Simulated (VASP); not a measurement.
# GeS (Pnma) in VASP: further runs, part 2 of 2

VASP 6.6.1.

### Step 4. Relaxation of shape and atoms at fixed volume, LDA (a relaxed cell with its volume scaled by 0.94)

File INCAR:

```
SYSTEM = GeS
ALGO     = Normal         ! electronic algorithm
EDIFF    = 1E-7           ! SCF threshold, eV
EDIFFG   = -0.01          ! ionic threshold
ENCUT    = 600            ! plane-wave cutoff, eV
IBRION   = 2              ! ionic algorithm
ISIF     = 4              ! what is computed and relaxed
ISMEAR   = 0              ! smearing method
KPAR     = 2            
LASPH    = .True.         ! aspherical terms in the spheres
LCHARG   = .False.        ! write CHGCAR
LREAL    = .False.        ! projectors in reciprocal space
LWAVE    = .False.        ! write WAVECAR
NELM     = 80             ! most SCF steps
NSW      = 40             ! ionic steps
PREC     = Accurate       ! precision mode
SIGMA    = 0.03           ! smearing width, eV
```

File KPOINTS:

```
k-points
0
Gamma
  4 8 6
  0 0 0
```

File POSCAR:

```
GeS                                     
1.0
    9.9763760589      0.0000000000      0.0000000000
    0.0000000000      3.5672227722      0.0000000000
    0.0000000000      0.0000000000      4.0083264139
  Ge              S             
     4     4
Direct
     0.1183034955716774    0.2500000000000000    0.1193033937112272
     0.3816965044283226    0.7500000000000000    0.6193033937112271
     0.6183034955716775    0.2500000000000000    0.3806966062887728
     0.8816965044283225    0.7500000000000000    0.8806966062887729
     0.8530662885565239    0.2500000000000000    0.4927784193500989
     0.6469337114434761    0.7500000000000000    0.9927784193500988
     0.3530662885565238    0.2500000000000000    0.0072215806499011
     0.1469337114434761    0.7500000000000000    0.5072215806499012
```

Potentials or basis: VASP PAW LDA potentials, release 64 (Ge_d, S).

On the command line:

```bash
$ cat potpaw_LDA.64/Ge_d/POTCAR potpaw_LDA.64/S/POTCAR > POTCAR
$ mpirun -np 2 vasp_std > vasp.out
```

OUTCAR:

```text
SYSTEM = GeS
   EDIFF = 1E-7
   EDIFFG = -0.01
   ENCUT = 600
   IBRION = 2
   ISIF = 4
   ISMEAR = 0
   LASPH = .True.
   LREAL = .False.
   NELM = 80
   NSW = 40
   PREC = Accurate

 ion  position               nearest neighbor table
   1  0.118  0.250  0.119-   8 2.38   8 2.38   7 2.38
   2  0.382  0.750  0.619-   7 2.38   7 2.38   8 2.38
   3  0.618  0.250  0.381-   6 2.38   6 2.38   5 2.38
   4  0.882  0.750  0.881-   5 2.38   5 2.38   6 2.38
   5  0.853  0.250  0.493-   4 2.38   4 2.38   3 2.38
   6  0.647  0.750  0.993-   3 2.38   3 2.38   4 2.38
   7  0.353  0.250  0.007-   2 2.38   2 2.38   1 2.38
   8  0.147  0.750  0.507-   1 2.38   1 2.38   2 2.38

  LATTYP: Found a simple orthorhombic cell.
 ALAT       =     3.5672227722
 B/A-ratio  =     1.1236546383
 C/A-ratio  =     2.7966787319

  Lattice vectors:

 A1 = (   0.0000000000,   3.5672227722,   0.0000000000)
 A2 = (   0.0000000000,   0.0000000000,   4.0083264139)
 A3 = (   9.9763760589,   0.0000000000,   0.0000000000)

Analysis of symmetry for initial positions (statically):
=====================================================================
 Subroutine PRICEL returns:
 Original cell was already a primitive cell.

[... 306 lines left out ...]
  free  energy   TOTEN  =       -41.8035568578 eV

  energy  without entropy=      -41.8035568578  energy(sigma->0) =      -41.80355686

[... ionic steps 4 to 9 ...]

--------------------------------------- Ionic step       10  -------------------------------------------

 number of electron      80.0000046 magnetization

------------------------ aborting loop because EDIFF is reached ----------------------------------------
[... 79 lines left out ...]
--------------------------------------- Ionic step       12  -------------------------------------------

 number of electron      80.0000054 magnetization

 Free energy of the ion-electron system (eV)
  ---------------------------------------------------
  ext. energy  EPLUGINS =         0.00000000
  ---------------------------------------------------
  free energy    TOTEN  =       -41.80887143 eV

  energy without entropy =      -41.80887143  energy(sigma->0) =      -41.80887143

 E-fermi :   6.7697     XC(G=0): -11.1658

 val. band max:        6.6003745426   @ k =   0.0000   0.0000   0.3333
 cond. band min:       6.9971113041   @ k =   0.0000   0.0000   0.0000
 fundamental gap:      0.3967367615
 Fermi energy:         6.7696734387

 k-point     1 :       0.0000    0.0000    0.0000
  band No.  band energies     occupation
      1     -18.2036      2.00000
      2     -18.1922      2.00000
      3     -18.1915      2.00000
      4     -18.1859      2.00000
      5     -18.1845      2.00000
      6     -18.1834      2.00000
[... 1213 lines left out ...]
     47      10.4889      0.00000
     48      10.4889      0.00000

 [... further k-points ...]

------------------------ aborting loop because EDIFF is reached ----------------------------------------

  FORCE on cell =-STRESS in cart. coord.  units (eV):
  Direction    XX          YY          ZZ          XY          YZ          ZX
  --------------------------------------------------------------------------------------
  -------------------------------------------------------------------------------------
  Total        2.9637208      2.9423647      2.9717011      0.0000000      0.0000000      0.0000000
  in kB       33.2875437     33.0476783     33.3771759      0.0000000      0.0000000      0.0000000
  external PRESSURE =      33.2374660 kB  Pullay stress =       0.0000000 kB
[... 23 lines left out ...]
  FREE ENERGIE OF THE ION-ELECTRON SYSTEM (eV)
  ---------------------------------------------------
  free  energy   TOTEN  =       -41.8088714289 eV

  energy  without entropy=      -41.8088714289  energy(sigma->0) =      -41.80887143

 reached required accuracy - stopping structural energy minimisation
```

CONTCAR:

```text
GeS
   1.00000000000000
     9.9884191757022709    0.0000000000000000    0.0000000000000000
     0.0000000000000000    3.6170035436374328   -0.0000000000000001
     0.0000000000000000   -0.0000000000000001    3.9483935145882181
  Ge              S
     4     4
Direct
     0.1159359132397323    0.2500000000000000    0.1105840987813500
     0.3840640867602676    0.7500000000000000    0.6105840987813500
     0.6159359132397324    0.2500000000000000    0.3894159012186500
     0.8840640867602677    0.7500000000000000    0.8894159012186500
     0.8550442892305053    0.2500000000000000    0.4881296750696408
     0.6449557107694947    0.7500000000000000    0.9881296750696408
     0.3550442892305055    0.2500000000000000    0.0118703249303592
     0.1449557107694946    0.7500000000000000    0.5118703249303592

  0.00000000E+00  0.00000000E+00  0.00000000E+00
  0.00000000E+00  0.00000000E+00  0.00000000E+00
  0.00000000E+00  0.00000000E+00  0.00000000E+00
  0.00000000E+00  0.00000000E+00  0.00000000E+00
  0.00000000E+00  0.00000000E+00  0.00000000E+00
  0.00000000E+00  0.00000000E+00  0.00000000E+00
  0.00000000E+00  0.00000000E+00  0.00000000E+00
  0.00000000E+00  0.00000000E+00  0.00000000E+00
```

Run time: 9.4 min. Hardware: 2 MPI ranks of Intel Xeon 6975P-C (Granite Rapids), shared host; peak memory 0.46 GiB.

What came out:

- Free energy: -41.8089 eV
- Energy gained by relaxing: 6.9 meV/atom
- Ionic steps: 12
- Pressure after relaxing: 3.3 GPa
- Largest force after relaxing: 0.007 eV/Å
- Band gap on the k mesh: 0.40 eV, indirect (least direct gap 0.95 eV)

Forces in eV/Å, atoms in the order of the input:
```
Ge  -0.003  0.000 -0.006
Ge   0.003  0.000 -0.006
Ge  -0.003  0.000  0.006
Ge   0.003  0.000  0.006
S    0.004  0.000  0.004
S   -0.004  0.000  0.004
S    0.004  0.000 -0.004
S   -0.004  0.000 -0.004
```

The path:
| step | energy change (eV) | largest force (eV/Å) | pressure (GPa) |
| --- | --- | --- | --- |
| 1 | 0.0000 | 0.4265 | 5.27 |
| 2 | -0.0401 | 0.1823 | 4.26 |
| 3 | -0.0502 | 0.0166 | 3.48 |
| 4 | -0.0532 | 0.0115 | 3.42 |
| 5 | -0.0544 | 0.0125 | 3.32 |
| 6 | -0.0545 | 0.0092 | 3.35 |
| 7 | -0.0548 | 0.0238 | 3.34 |
| 8 | -0.0548 | 0.0227 | 3.34 |
| 9 | -0.0550 | 0.0183 | 3.33 |
| 10 | -0.0552 | 0.0129 | 3.32 |
| 11 | -0.0553 | 0.0110 | 3.32 |
| 12 | -0.0555 | 0.0070 | 3.32 |

Final structure:
```yaml
crystal:
  lattice:
    - [9.98842, 0.00000, 0.00000]
    - [0.00000, 3.61700, 0.00000]
    - [0.00000, 0.00000, 3.94839]
  atoms:
    - { symbol: Ge, position: [0.11594, 0.25000, 0.11058] }
    - { symbol: Ge, position: [0.38406, 0.75000, 0.61058] }
    - { symbol: Ge, position: [0.61594, 0.25000, 0.38942] }
    - { symbol: Ge, position: [0.88406, 0.75000, 0.88942] }
    - { symbol: S, position: [0.85504, 0.25000, 0.48813] }
    - { symbol: S, position: [0.64496, 0.75000, 0.98813] }
    - { symbol: S, position: [0.35504, 0.25000, 0.01187] }
    - { symbol: S, position: [0.14496, 0.75000, 0.51187] }
```

A k mesh can miss the band edges.

### Step 5. Relaxation of shape and atoms at fixed volume, LDA (a relaxed cell with its volume scaled by 0.96)

INCAR is that of step 4.

KPOINTS is that of step 4.

Changes to POSCAR since step 4:

```diff
@@ -2,5 +2,5 @@
 1.0
-    9.9763760589      0.0000000000      0.0000000000
-    0.0000000000      3.5672227722      0.0000000000
-    0.0000000000      0.0000000000      4.0083264139
+   10.0466345432      0.0000000000      0.0000000000
+    0.0000000000      3.5923448870      0.0000000000
+    0.0000000000      0.0000000000      4.0365549947
   Ge              S
```

On the command line:

```bash
$ cat potpaw_LDA.64/Ge_d/POTCAR potpaw_LDA.64/S/POTCAR > POTCAR
$ mpirun -np 2 vasp_std > vasp.out
```

It took 8.4 min on 2 MPI ranks of Intel Xeon 6975P-C (Granite Rapids), shared host; peak memory 0.47 GiB.

It converged, with:

| Item | Value |
| --- | --- |
| Free energy | -41.8595 eV |
| Energy gained by relaxing | 3.1 meV/atom |
| Ionic steps | 10 |
| Pressure after relaxing | 2.0 GPa |
| Largest force after relaxing | 0.006 eV/Å |
| Band gap on the k mesh | 0.51 eV, indirect (least direct gap 0.97 eV) |

Forces in eV/Å, atoms in the order of the input:
```
Ge   0.003  0.000 -0.005
Ge  -0.003  0.000 -0.005
Ge   0.003  0.000  0.005
Ge  -0.003  0.000  0.005
S    0.005  0.000  0.002
S   -0.005  0.000  0.002
S    0.005  0.000 -0.002
S   -0.005  0.000 -0.002
```

The path:
```tsv
step	energy change (eV)	largest force (eV/Å)	pressure (GPa)
1	0.0000	0.2767	3.33
2	-0.0171	0.1266	2.69
3	-0.0221	0.0141	2.15
4	-0.0235	0.0095	2.11
5	-0.0242	0.0082	2.02
6	-0.0242	0.0065	2.04
7	-0.0243	0.0137	2.05
8	-0.0243	0.0137	2.05
9	-0.0244	0.0109	2.05
10	-0.0244	0.0063	2.05
```

Final structure:
```cif
data_structure
_symmetry_space_group_name_H-M 'P 1'
_symmetry_Int_Tables_number 1
_cell_length_a 10.0498
_cell_length_b 3.6255
_cell_length_c 3.9984
_cell_angle_alpha 90.000
_cell_angle_beta 90.000
_cell_angle_gamma 90.000
_cell_volume 145.68
loop_
_atom_site_label
_atom_site_type_symbol
_atom_site_fract_x
_atom_site_fract_y
_atom_site_fract_z
_atom_site_occupancy
Ge1 Ge 0.11634 0.25000 0.11454 1
Ge2 Ge 0.38366 0.75000 0.61454 1
Ge3 Ge 0.61634 0.25000 0.38546 1
Ge4 Ge 0.88366 0.75000 0.88546 1
S1 S 0.85428 0.25000 0.48933 1
S2 S 0.64572 0.75000 0.98933 1
S3 S 0.35428 0.25000 0.01067 1
S4 S 0.14572 0.75000 0.51067 1
```

Levels at points of the mesh, in eV from the valence-band top:
```
           k point  band 37  band 38  band 39  band 40  band 41  band 42  band 43  band 44
(0.00, 0.00, 0.00)    -1.95    -1.18    -1.08    -0.46     0.51     2.56     2.73     3.03
(0.50, 0.00, 0.00)    -2.33    -2.33    -0.67    -0.67     2.20     2.20     2.69     2.69
(0.00, 0.50, 0.00)    -1.35    -1.35    -1.20    -1.20     1.05     1.05     1.53     1.53
(0.50, 0.50, 0.00)    -1.56    -1.56    -1.56    -1.56     1.65     1.65     1.65     1.65
(0.00, 0.00, 0.50)    -1.00    -1.00    -0.32    -0.32     1.38     1.38     1.76     1.76
(0.50, 0.00, 0.50)    -0.74    -0.74    -0.29    -0.29     1.21     1.21     1.85     1.85
(0.00, 0.50, 0.50)    -2.92    -2.92    -1.88    -1.88     2.98     2.98     3.39     3.39
(0.50, 0.50, 0.50)    -1.84    -1.84    -1.84    -1.84     2.46     2.46     2.46     2.46
```

A k mesh can miss the band edges.

### Step 6. Summary

```tsv
task	cell	gap on the mesh (eV)	pressure (GPa)	largest force (eV/Å)
relaxation of cell and atoms	relaxed	0.71	0.0	-
relaxation of shape and atoms at fixed volume	atoms relaxed at fixed volume from: a relaxed cell with its volume scaled by 0.94	0.40	3.3	0.01
relaxation of shape and atoms at fixed volume	atoms relaxed at fixed volume from: a relaxed cell with its volume scaled by 0.96	0.51	2.0	0.01
```

Alike in all rows: level LDA; potentials or basis VASP PAW LDA potentials, release 64 (Ge_d, S); no spin polarisation; k mesh 4 × 8 × 6; cutoff (eV) 600; smearing gaussian 0.03 eV.

Absolute energies hang on the potentials; compare differences alone.
